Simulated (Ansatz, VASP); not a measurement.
## V in VASP and in Ansatz

```xyz
1
Lattice="-1.5446 1.5446 1.5144 1.5446 -1.5446 1.5144 1.5446 1.5446 -1.5144" Properties=species:S:1:pos:R:3 pbc="T T T"
V     0.0000    0.0000    0.0000
```

Change from the starting cell: strain = 0.02.

Alike in both runs: task single point; functional PBE; k mesh 9 × 9 × 9; occupations fermi-dirac, width 0.05 eV; collinear spin.

|  | VASP | Ansatz |
| --- | --- | --- |
| version | VASP 6.6.1 | Ansatz 0.2.0 |
| potentials or method | VASP PAW PBE potentials, release 64 (V_sv), cutoff 520 eV | all-electron LAPW, scalar-relativistic |

VASP gave:

* gap on the k mesh at the Fermi level (eV): none
* pressure (GPa): -11.0
* largest component of the traceless stress (GPa): 0.32
* net moment per atom (μB): 0.01

Question: What did Ansatz give for the same quantities?

Answer: gap on the k mesh at the Fermi level (eV): none; pressure (GPa): -11.2; largest component of the traceless stress (GPa): 0.33; net moment per atom (μB): 0.00.

A gap of «none» marks a metal or a gap that the smearing closes. Ansatz ran all-electron here, so the differences hold the error of VASP's frozen core and of both bases.

Caveats: the k mesh is thin for a metal, which can move the energy by tens of meV per atom (Ansatz); the starting moments weren't kept (Ansatz).
